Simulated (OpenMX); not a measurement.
Crystal: MoS2.

```
Mo S
1.0
     3.16900    0.00000    0.00000
    -1.58450    2.74443    0.00000
     0.00000    0.00000   12.32400
Mo S
2 4
Direct
  0.66667 0.33333 0.75000
  0.33333 0.66667 0.25000
  0.66667 0.33333 0.37700
  0.33333 0.66667 0.87700
  0.66667 0.33333 0.12300
  0.33333 0.66667 0.62300
```

Base run:

```yaml
Program: OpenMX 3.8.5
Functional: PBE
Potentials_or_basis: OpenMX 2013 PBE set, Mo7.0-s3p2d1, S7.0-s2p2d1, grid cutoff 400 Ry
k_mesh: 11 × 11 × 3
Occupations: fermi-dirac, width 0.05 eV
Spin: no spin polarisation
```

Its results: band gap on the k mesh 0.93 eV, indirect (least direct gap 1.84 eV); pressure 5.6 GPa; largest force 0.489 eV/Å.

Problem. The run is repeated on the same cell with these changes: potentials or basis from OpenMX 2013 PBE set, Mo7.0-s3p2d1, S7.0-s2p2d1, grid cutoff 400 Ry to OpenMX 2013 PBE set, Mo7.0-s3p2d2, S7.0-s2p2d1f1, grid cutoff 400 Ry. What comes out?

Solution. Band gap on the k mesh 0.89 eV, indirect (least direct gap 1.82 eV); pressure 4.7 GPa; largest force 0.376 eV/Å.

Caveats: this functional lacks dispersion, which binds the layers, so the pressure and a relaxed spacing across them are unreliable; the basis of atomic orbitals isn't converged, which shifts pressures, moduli and gaps.

Not every run made on this cell is shown here.
